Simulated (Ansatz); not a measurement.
BP, DFT, PBE, all-electron PAW with datasets made for the crystal, scalar-relativistic (Ansatz 0.2.0), run on 1 thread of Intel(R) Xeon(R) Platinum 8259CL CPU @ 2.50GHz (Skylake/Cascade Lake) on a shared host.

The cell was built from the WC type and relaxed in the same program; it needn't be a known or the stable phase. The listed cell was then made from it by scaling, straining or moving an atom.

Command: `ansatz run input.yaml --threads 1 --pin off --max-ram 2048MiB --backend cpu --events-out ev --progress --plain --runs-dir out`

```yaml
crystal:
  lattice:
    - [3.0491768033, 0.0, 0.0]
    - [-1.5245884017, 2.6406645723, 0.0]
    - [0.0, 0.0, 2.6968247451]
  atoms:
    - { symbol: B, position: [0.0, 0.0, 0.0] }
    - { symbol: P, position: [0.3333333333, 0.6666666667, 0.5] }
kpoints:
  mp_grid: { grid: [13, 13, 11] }
scf:
  occupations: { method: fermi_dirac, width: 0.08 }
hamiltonian:
  xc: pbe
  pseudopotentials: { kind: all_electron, datasets: crystal }
output:
  forces: true
  stress: true
  eigenvalues: true
  efg: { contact_densities: true }
```

(1) How large is the problem that the program sets up?

(2) Estimate the wall time and the peak memory.

(3) And the same cell and mesh by all-electron LAPW, asked for forces, stress, eigenvalues, on the same hardware?

(4) And the same cell and mesh by PAW (frozen-core files), asked for forces, stress, eigenvalues, efg, write_density, write_potential, elf, on the same hardware?

Results:

(1) 126 irreducible k-points, 205 plane waves at Γ, 8 bands.

(2) 7.2 s of wall time for 7 SCF iterations, with a peak of 0.42 GiB. Times on shared machines scatter by tens of per cent.

(3) 11 s, peak memory 0.33 GiB.

(4) 4.1 s, peak memory 0.41 GiB.
